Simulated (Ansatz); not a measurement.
Input of an Ansatz 0.2.0 run:

File input.yaml:

```yaml
crystal:
  lattice:
    - [4.2853274191, 0.0, 0.0]
    - [0.0, 4.2853274191, 0.0]
    - [0.0, 0.0, 10.99069213]
  atoms:
    - { symbol: Sn, position: [0.0, 0.5, 0.62777089] }
    - { symbol: Sn, position: [0.5, 0.0, 0.37222911] }
    - { symbol: Se, position: [0.0, 0.5, 0.38396051] }
    - { symbol: Se, position: [0.5, 0.0, 0.61603949] }
hamiltonian:
  xc: r2scan
  pseudopotentials: { kind: paw }
kpoints:
  mp_grid: { grid: [6, 6, 3] }
  band_path:
    path:
      - [[0.0, 0.0, 0.0], [0.0, 0.5, 0.0], [0.5, 0.5, 0.0], [0.0, 0.0, 0.0], [0.0, 0.0, 0.5], [0.0, 0.5, 0.5], [0.5, 0.5, 0.5], [0.0, 0.0, 0.5]]
      - [[0.0, 0.5, 0.0], [0.0, 0.5, 0.5]]
      - [[0.5, 0.5, 0.0], [0.5, 0.5, 0.5]]
    npoints: 14
scf:
  occupations: { method: fermi_dirac, width: 0.05 }
  n_extra_bands: 10
output:
  forces: true
  stress: true
  eigenvalues: true
  fatbands: true
```

Potentials or basis: Ansatz PAW.

Run with:

```bash
$ ansatz run input.yaml --threads 2 --pin off --max-ram 5632MiB --backend cpu --events-out ev --progress --plain --runs-dir out
```

**Question.** Estimate the band gap along the path.

**Answer.** 1.21 eV, direct.

**Question.** Predict the largest force.

**Answer.** 0.014 eV/Å.

Forces in eV/Å, atoms in the order of the input:
```
Sn   0.000  0.000  0.003
Sn   0.000  0.000 -0.003
Se   0.000  0.000  0.014
Se   0.000  0.000 -0.014
```

Caveat: spin-orbit coupling is left out, which moves the levels of the heavy elements; the PAW data sets come from PBE, with cores solved anew for the run's functional, which leaves a small shift of forces and pressure.
